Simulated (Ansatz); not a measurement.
## Point defect: S on a K site in K₂S

Computed with DFT PBE, scalar-relativistic, plane waves, PAW (Ansatz). Settings: 420 eV cutoff, 2×2×2 k-mesh, shifted by half a step, Gaussian smearing of 0.01 eV, collinear spin in charge 0, +2 alone.

Host crystal, relaxed:

```yaml
crystal:
  lattice:
    - [0.00000, 3.73104, 3.73104]
    - [3.73104, 0.00000, 3.73104]
    - [3.73104, 3.73104, 0.00000]
  atoms:
    - { symbol: K, position: [0.75000, 0.75000, 0.75000] }
    - { symbol: K, position: [0.25000, 0.25000, 0.25000] }
    - { symbol: S, position: [0.00000, 0.00000, 0.00000] }
```

Supercell of 48 atoms, rows in host cell vectors: 1 1 1; 1 -3 1; 1 1 -3. Atoms relax at the host's cell, keeping the symmetry that the supercell leaves at the site. The cell is small, so energies carry finite-size errors of tenths of an eV. The host's Kohn–Sham gap is 2.32 eV. Atoms are taken from and returned to the elements' standard states. Charged cells are corrected for image charges with the computed static dielectric tensor (mean 6.4) and aligned with the host's potential at far atoms (alignment terms reach 0.33 eV; the program doubts the alignment in some charges, where it is up to 0.33 eV). No band-filling term is added, and the Fermi level counts from the host's valence band top.

Defect: S on a K site at (0.750, 0.750, 0.750) of the host cell.

(1) What is the formation energy of the neutral defect?

(2) Does the neutral defect carry a moment, and how do its surroundings relax?

(3) Charges +2, +1, 0 were computed. Which is stable where in the gap?

Answers

(1) 3.70 eV.

(2) It changes the cell's moment by 3.00 μB. The nearest neighbours before are 4 S at 3.23 Å, 6 K at 3.73 Å; after relaxation the atoms near the site are 4 S at 3.42 Å, 6 K at 3.47 Å; the largest move is 0.26 Å.

(3) Among the charges computed the stable one is 0 at the valence band top and stays so across the gap. In charge +2, +1 the cell has partly filled bands: a level of the defect may be part filled, the carrier may sit in the host's bands, or levels may cross between the k points, so transitions that involve it are doubtful. Levels between neighbouring charges: (+2/+1) 0.33 eV, (+1/0) -0.46 eV.